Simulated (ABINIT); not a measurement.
The system is TiTe2.

```
CELL_PARAMETERS angstrom
3.77700 0.00000 0.00000
-1.88850 3.27098 0.00000
0.00000 0.00000 6.49800
ATOMIC_POSITIONS crystal
Te 0.33333 0.66667 0.73720
Te 0.66667 0.33333 0.26280
Ti 0.00000 0.00000 0.00000
```

| Quantity | Value |
| --- | --- |
| Program | ABINIT 10.8.3 (patched build) |
| Task | relaxation of cell and atoms |
| Functional | LDA |
| Potentials or basis | JTH PAW LDA v2.0 |
| Cutoff | 408 eV |
| k mesh | 8 × 8 × 4 |
| Occupations | fermi-dirac, width 0.05 eV |
| Spin | no spin polarisation |

At the start: pressure -3.9 GPa; volume 26.76 Å³/atom.

How do energy, volume and symmetry change on relaxing?

Over 13 steps the energy falls by 22.9 meV/atom and the volume is 24.69 Å³/atom (-7.7 %); space group P-3m1 (No. 164, to 0.05 Å).

Step by step:
```csv
step,energy change (eV),largest force (eV/Å),pressure (GPa),volume (Å³)
1,0.0000,0.2840,-3.90,80.28
2,-0.0221,0.1610,-3.09,79.33
3,-0.0541,0.2722,-0.02,76.09
4,-0.0556,0.2375,-0.17,76.14
5,-0.0635,0.0460,-0.62,75.67
6,-0.0659,0.0038,-0.39,74.95
7,-0.0666,0.0090,-0.09,74.51
8,-0.0668,0.0234,0.05,74.35
9,-0.0673,0.0417,0.23,74.12
10,-0.0680,0.0471,0.33,73.92
11,-0.0685,0.0298,0.23,73.90
12,-0.0686,0.0078,0.06,74.02
13,-0.0686,0.0004,0.00,74.08
```

Final structure:
```
Te Ti
1.0
     3.68370    0.00000    0.00000
    -1.84185    3.19018    0.00000
     0.00000    0.00000    6.30363
Te Ti
2 1
Direct
  0.33333 0.66667 0.73039
  0.66667 0.33333 0.26961
  0.00000 0.00000 0.00000
```
